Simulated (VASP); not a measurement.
PbS (strained rocksalt): a PBE single-point calculation in VASP

INCAR

```
GGA = PE
IBRION = -1
NSW = 0
ISMEAR = -1
ENCUT = 520
LASPH = .TRUE.
LCHARG = .FALSE.
NELM = 120
LREAL = .FALSE.
SIGMA = 0.02
EDIFF = 1E-7
ISIF = 2
LWAVE = .FALSE.
NBANDS = 17
PREC = Accurate
```

KPOINTS

```
KPOINTS created by Atomic Simulation Environment
0
Gamma
8 8 8
0 0 0
```

KPOINTS_OPT

```
special points
7
Reciprocal
0.0000000000 0.0000000000 0.0000000000 1
0.5000000000 0.0000000000 0.5000000000 1
0.6250000000 0.2500000000 0.6250000000 1
0.3750000000 0.3750000000 0.7500000000 1
0.5000000000 0.5000000000 0.5000000000 1
0.5000000000 0.2500000000 0.7500000000 1
0.0000000000 0.0000000000 0.5000000000 1
```

POSCAR

```
Pb S
 1.0000000000000000
     0.0000000000000000    2.9573603494000000    2.9942883889999998
     2.9573603494000000    0.0000000000000000    2.9942883889999998
     2.9573603494000000    2.9573603494000000    0.0000000000000000
 Pb  S
   1   1
Cartesian
  0.0000000000000000  0.0000000000000000  0.0000000000000000
  2.9573603494000000  2.9573603494000000  2.9942883890000003
```

VASP ran with the recommended PBE PAW datasets (20 valence electrons in the cell).

Command

```
mpirun -np 1 vasp_std
```

OSZICAR

```
N       E                     dE             d eps       ncg     rms          rms(c)
DAV:   1     0.159204612020E+03    0.15920E+03   -0.96943E+03  2014   0.124E+03
DAV:   2     0.268851716054E+01   -0.15652E+03   -0.15104E+03  2171   0.314E+02
DAV:   3    -0.893899848234E+01   -0.11628E+02   -0.11499E+02  2587   0.912E+01
DAV:   4    -0.923164631967E+01   -0.29265E+00   -0.29237E+00  2567   0.159E+01
DAV:   5    -0.924294379689E+01   -0.11297E-01   -0.11297E-01  2996   0.300E+00    0.462E+00
DAV:   6    -0.875262762378E+01    0.49032E+00   -0.13950E+00  3214   0.799E+00    0.324E+00
DAV:   7    -0.875322409144E+01   -0.59647E-03   -0.14434E-01  2398   0.190E+00    0.186E+00
DAV:   8    -0.875689599673E+01   -0.36719E-02   -0.16317E-02  2371   0.137E+00    0.257E-01
DAV:   9    -0.875642222261E+01    0.47377E-03   -0.34091E-03  3175   0.512E-01    0.834E-02
DAV:  10    -0.875659936649E+01   -0.17714E-03   -0.36709E-04  2362   0.113E-01    0.530E-02
DAV:  11    -0.875660812085E+01   -0.87544E-05   -0.62101E-05  2793   0.847E-02    0.177E-02
DAV:  12    -0.875660896151E+01   -0.84066E-06   -0.43786E-06  2689   0.212E-02    0.338E-03
DAV:  13    -0.875660897681E+01   -0.15308E-07   -0.21664E-07  2562   0.422E-03
   1 F= -.87566090E+01 E0= -.87566087E+01  d E =-.555139E-06
       N       E                     dE             ncg
DAV:   1     0.205251977965E+04   -0.36757E+04      238
DAV:   2     0.103670847320E+04   -0.10158E+04      254
DAV:   3     0.955634382106E+03   -0.81074E+02      303
DAV:   4     0.953644798005E+03   -0.19896E+01      316
DAV:   5     0.953567550912E+03   -0.77247E-01      372
DAV:   6     0.953564648176E+03   -0.29027E-02      329
DAV:   7     0.953564629763E+03   -0.18412E-04      363
DAV:   8     0.953564629399E+03   -0.36425E-06      306
DAV:   9     0.953564629396E+03   -0.29396E-08      265
```

From OUTCAR

```
k-points           NKPTS =     59   k-points in BZ     NKDIM =     59   number of bands    NBANDS=     17

   NELECT =      20.0000    total number of electrons

   dimension x,y,z NGX =    32 NGY =   32 NGZ =   32
   dimension x,y,z NGXF=    64 NGYF=   64 NGZF=   64

  energy-cutoff  :      520.00
  volume of cell :       52.38
      direct lattice vectors                 reciprocal lattice vectors
     0.000000000  2.957360349  2.994288389    -0.169069691  0.169069691  0.166984584
     2.957360349  0.000000000  2.994288389     0.169069691 -0.169069691  0.166984584
     2.957360349  2.957360349  0.000000000     0.169069691  0.169069691 -0.166984584

 k-points in reciprocal lattice and weights: KPOINTS created by Atomic Simulation Env
   0.00000000  0.00000000  0.00000000       0.002
   0.12500000  0.00000000  0.00000000       0.016
   0.25000000  0.00000000  0.00000000       0.016
   0.37500000 -0.00000000  0.00000000       0.016
   0.50000000  0.00000000  0.00000000       0.008
   0.12500000  0.12500000  0.00000000       0.004
   0.25000000  0.12500000  0.00000000       0.016
   0.37500000  0.12500000  0.00000000       0.016
   ...

 E-fermi :   5.9574

 k-point     1 :       0.0000    0.0000    0.0000
  band No.  band energies     occupation
      1     -11.0478      2.00000
      2     -11.0478      2.00000
      3     -11.0445      2.00000
      4     -11.0351      2.00000
      5     -11.0257      2.00000
      6      -7.7917      2.00000
      7      -0.2710      2.00000
      8       3.5837      2.00000
      9       3.5837      2.00000
     10       3.6824      2.00000
     11      10.7887      0.00000
     12      11.0668      0.00000
     13      11.0668      0.00000
     14      12.4620      0.00000
     15      12.5376      0.00000
     16      12.5376      0.00000
     17      14.4417      0.00000

 k-point     2 :       0.1250    0.0000    0.0000
  band No.  band energies     occupation
      1     -11.0468      2.00000
      2     -11.0444      2.00000
      3     -11.0431      2.00000
      4     -11.0341      2.00000
      5     -11.0274      2.00000
      6      -7.6595      2.00000
      7      -0.7188      2.00000
      8       3.6307      2.00000
      9       3.6820      2.00000
     10       3.9553      2.00000
     11       9.7241      0.00000
     12      10.1478      0.00000
     13      10.2784      0.00000
     14      12.4650      0.00000
     15      12.8633      0.00000
     16      12.8996      0.00000
     17      15.5963      0.00000

 k-point     3 :       0.2500    0.0000    0.0000
  band No.  band energies     occupation
      1     -11.0522      2.00000
      2     -11.0477      2.00000
      3     -11.0446      2.00000
      4     -11.0198      2.00000
      5     -11.0195      2.00000
      6      -7.2923      2.00000
      7      -1.6807      2.00000
      8       3.7631      2.00000
      9       3.7890      2.00000
     10       4.6074      2.00000
     11       8.1195      0.00000
     12       8.9411      0.00000
     13       9.0557      0.00000
     14      12.6433      0.00000
     15      13.7269      0.00000
     16      13.7336      0.00000
     17      17.5916      0.00000

 k-point     4 :       0.3750   -0.0000    0.0000
  band No.  band energies     occupation
      1     -11.0619      2.00000
      2     -11.0571      2.00000
      3     -11.0439      2.00000
      4     -11.0060      2.00000
      5     -11.0033      2.00000
      6      -6.8163      2.00000
      7      -2.6268      2.00000
      8       3.9229      2.00000
      9       3.9323      2.00000
     10       5.2507      2.00000
     11       6.8747      0.00000
     12       8.0436      0.00000
     13       8.1303      0.00000
     14      13.5022      0.00000
     15      14.9386      0.00000
     16      14.9706      0.00000
     17      17.5465      0.00000

 k-point     5 :       0.5000    0.0000    0.0000
  band No.  band energies     occupation
      1     -11.0660      2.00000
      2     -11.0614      2.00000
      3     -11.0437      2.00000
      4     -10.9999      2.00000
      5     -10.9964      2.00000
      6      -6.5601      2.00000
      7      -3.0554      2.00000
      8       3.9911      2.00000
      9       4.0182      2.00000
     10       5.7701      1.99983
     11       6.1447      0.00017
     12       7.7072      0.00000
     13       7.7802      0.00000
     14      14.4287      0.00000
     15      15.8651      0.00000
     16      15.9311      0.00000
     17      16.3168      0.00000

 k-point     6 :       0.1250    0.1250    0.0000
  band No.  band energies     occupation
      1     -11.0481      2.00000
      2     -11.0478      2.00000
      3     -11.0396      2.00000
      4     -11.0396      2.00000
      5     -11.0222      2.00000
      6      -7.6167      2.00000
      7      -0.7416      2.00000
      8       3.3932      2.00000
      9       3.3932      2.00000
     10       4.4027      2.00000
     11       8.7168      0.00000
     12      10.7426      0.00000
     13      10.7426      0.00000
     14      11.5780      0.00000
     15      13.6524      0.00000
     16      13.6524      0.00000
     17      15.1612      0.00000

 k-point     7 :       0.2500    0.1250    0.0000
  band No.  band energies     occupation
      1     -11.0632      2.00000
      2     -11.0478      2.00000
      3     -11.0362      2.00000
      4     -11.0297      2.00000
      5     -11.0154      2.00000
      6      -7.3262      2.00000
      7      -1.3748      2.00000
      8       3.2987      2.00000
      9       3.3817      2.00000
     10       4.6996      2.00000
     11       7.7430      0.00000
     12       9.8488      0.00000
     13      10.1368      0.00000
     14      11.7375      0.00000
     15      14.1024      0.00000
     16      14.4429      0.00000
     17      16.4041      0.00000

 k-point     8 :       0.3750    0.1250    0.0000
  band No.  band energies     occupation
      1     -11.0760      2.00000
      2     -11.0440      2.00000
      3     -11.0428      2.00000
      4     -11.0182      2.00000
      5     -11.0032      2.00000
      6      -6.8768      2.00000
      7      -2.2487      2.00000
      8       3.3958      2.00000
      9       3.4345      2.00000
     10       4.6390      2.00000
     11       7.3606      0.00000
     12       8.9780      0.00000
     13       9.1660      0.00000
     14      12.4398      0.00000
     15      14.8974      0.00000
     16      15.4848      0.00000
     17      17.5274      0.00000

 k-point     9 :       0.5000    0.1250    0.0000
  band No.  band energies     occupation
      1     -11.0794      2.00000
      2     -11.0522      2.00000
      3     -11.0395      2.00000
      4     -11.0077      2.00000
      5     -10.9989      2.00000
      6      -6.5129      2.00000
      7      -2.8700      2.00000
      8       3.2122      2.00000
      9       3.6617      2.00000
     10       4.8174      2.00000
     11       7.0668      0.00000
     12       8.3630      0.00000
     13       8.7383      0.00000
     14      13.6544      0.00000
     15      15.7829      0.00000
     16      16.0279      0.00000
     17      16.3612      0.00000

 k-point    10 :      -0.3750    0.1250    0.0000
  band No.  band energies     occupation
      1     -11.0719      2.00000
      2     -11.0543      2.00000
      3     -11.0402      2.00000
      4     -11.0069      2.00000
      5     -11.0033      2.00000
      6      -6.5923      2.00000
      7      -2.7802      2.00000
      8       2.9659      2.00000
      9       3.9616      2.00000
     10       5.2515      2.00000
     11       6.7713      0.00000
     12       7.9917      0.00000
     13       9.0399      0.00000
     14      13.8530      0.00000
     15      14.8107      0.00000
     16      15.9861      0.00000
     17      16.7588      0.00000

 k-point    11 :      -0.2500    0.1250    0.0000
  band No.  band energies     occupation
      1     -11.0579      2.00000
      2     -11.0484      2.00000
      3     -11.0439      2.00000
      4     -11.0230      2.00000
      5     -11.0082      2.00000
      6      -7.0249      2.00000
      7      -2.0865      2.00000
      8       2.9636      2.00000
      9       4.0678      2.00000
     10       5.2061      2.00000
     11       7.2266      0.00000
     12       8.2654      0.00000
     13       9.5363      0.00000
     14      13.1484      0.00000
     15      13.6167      0.00000
     16      15.3820      0.00000
     17      16.4281      0.00000

 ...

  Total        0.8042814      0.8042814      0.2956085      0.0000000     -0.0000000     -0.0000000
  in kB       24.6029124     24.6029124      9.0426433      0.0000000     -0.0000000     -0.0000000
  external PRESSURE =      19.4161561 kB  Pullay stress =       0.0000000 kB

 POSITION                                       TOTAL-FORCE (eV/Angst)
 -----------------------------------------------------------------------------------
      0.00000      0.00000      0.00000         0.000000     -0.000000      0.000000
      2.95736      2.95736      2.99429        -0.000000      0.000000     -0.000000
 -----------------------------------------------------------------------------------
    total drift:                                0.000000     -0.000000     -0.000000

  FREE ENERGIE OF THE ION-ELECTRON SYSTEM (eV)
  ---------------------------------------------------
  free  energy   TOTEN  =        -8.7566089768 eV

  energy  without entropy=       -8.7566084217  energy(sigma->0) =       -8.75660870
```

* gap between bands v and c: 0.37 eV
* least direct gap: 0.37 eV
* pressure: 1.9 GPa

Band v is the last that the valence electrons fill when counted band by band, and c is the next.

The run took about 36 s on one core of a shared host (Intel Xeon Platinum 8488C) and held 0.22 GiB at most.
